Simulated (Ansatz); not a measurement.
(110) slab cut from the bulk of Al, 15 Å of vacuum:

```
CELL_PARAMETERS angstrom
2.83943 0.00000 0.00000
0.00000 4.01556 0.00000
0.00000 0.00000 24.93799
ATOMIC_POSITIONS crystal
Al 0.50000 0.50000 0.30075
Al 0.00000 0.00000 0.35768
Al 0.50000 0.50000 0.41461
Al 0.00000 0.00000 0.47154
Al 0.50000 0.50000 0.52846
Al 0.00000 0.00000 0.58539
Al 0.50000 0.50000 0.64232
Al 0.00000 0.00000 0.69925
```

These are results of DFT PBEsol, scalar-relativistic, plane waves, PAW (Ansatz), not measurements. Settings: cutoff 420 eV, Γ-centred mesh 12×9×1 on the computed 8-atom cell, Gaussian smearing of 0.10 eV; no spin polarisation. The cell repeats along c with a dipole correction in the vacuum.

This base run converges in 6 iterations with a largest force of 0.253 eV/Å and a work function of 4.17 eV on the top face.

One setting at a time is then changed, some of them on purpose to poor values; changes count from the base run, energies are extrapolated to zero smearing, γ keeps the base's bulk energy, atoms stay where they are, and risky runs are capped at 50 to 100 iterations.

Task: What does each change do? k mesh 1×9×1; cutoff 200 eV; cutoff 550 eV; cutoff 360 eV; occupations gaussian 1.5 eV; occupations gaussian 0.01 eV; k mesh 2×2×1; mixing β = 0.9; vacuum of 5 Å.

Result:
| change | outcome | SCF iterations | ΔE (meV/atom) | Δγ (J/m²) | Δφ top (eV) | largest force (eV/Å) | largest change of a force (eV/Å) |
| --- | --- | --- | --- | --- | --- | --- | --- |
| k mesh 1×9×1 | converged | 12 | -2553.3 | -14.352 |  | 2.074 | 2.310 |
| cutoff 200 eV | converged with warnings | 6 | +269.7 |  | -0.03 | 0.229 | 0.064 |
| cutoff 550 eV | converged | 6 | -0.4 |  | 0.00 | 0.252 | 0.001 |
| cutoff 360 eV | converged with warnings | 6 | +4.5 |  | 0.00 | 0.252 | 0.002 |
| occupations gaussian 1.5 eV | converged | 6 | +2.1 | +0.012 | +0.13 | 0.220 | 0.143 |
| occupations gaussian 0.01 eV | converged | 6 | 0.0 | 0.000 | 0.00 | 0.268 | 0.018 |
| k mesh 2×2×1 | converged | 9 | -205.5 | -1.155 | -0.01 | 0.779 | 0.542 |
| mixing β = 0.9 | converged | 6 | 0.0 | 0.000 | 0.00 | 0.253 | 0.000 |
| vacuum of 5 Å | converged with warnings | 7 | -9.0 | -0.050 | -0.69 | 0.266 | 0.096 |

 The smearing is narrow for a metal on this mesh. In some of the runs (vacuum 5) charge leaks into the vacuum, so their work functions can be off.

Cost: 10 runs of about 1.1 core-minutes in all, on Intel Xeon 6975P-C (Granite Rapids) (shared hosts).